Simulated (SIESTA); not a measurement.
TiO2 (Anatase):

```xyz
6
Lattice="-1.8921 1.8921 4.7573 1.8921 -1.8921 4.7573 1.8921 1.8921 -4.7573" Properties=species:S:1:pos:R:3 pbc="T T T"
Ti    0.0000    1.8921    2.3786
Ti    0.0000    0.0000    0.0000
O     0.0000    0.0000    7.5346
O     0.0000    1.8921    0.3987
O     0.0000    1.8921    4.3586
O     0.0000    0.0000    1.9800
```

Base run:

```yaml
Program: SIESTA 5.4.2
Functional: PBEsol
Potentials_or_basis: PseudoDojo 0.4 standard (PBEsol files)
Basis: DZP (energy shift 0.003 Ry; two zetas on semicore shells)
Grid_cutoff: 800 Ry
Energy_shift: 0.003 Ry
k_mesh: 10 × 10 × 10
Occupations: fermi-dirac, width 0.05 eV
Spin: no spin polarisation
```

Its results: band gap on the k mesh 1.96 eV, indirect (least direct gap 2.29 eV); pressure 2.9 GPa; largest force 0.082 eV/Å.

**Question.** The run is repeated on the same cell with these changes: functional from PBEsol to LDA; potentials or basis from PseudoDojo 0.4 standard (PBEsol files) to PseudoDojo 0.4 standard (LDA files). What comes out?

**Answer.** Band gap on the k mesh 1.92 eV, indirect (least direct gap 2.25 eV); pressure -2.4 GPa; largest force 0.020 eV/Å.

Caveats: the basis of atomic orbitals isn't converged, which shifts pressures, moduli and gaps.
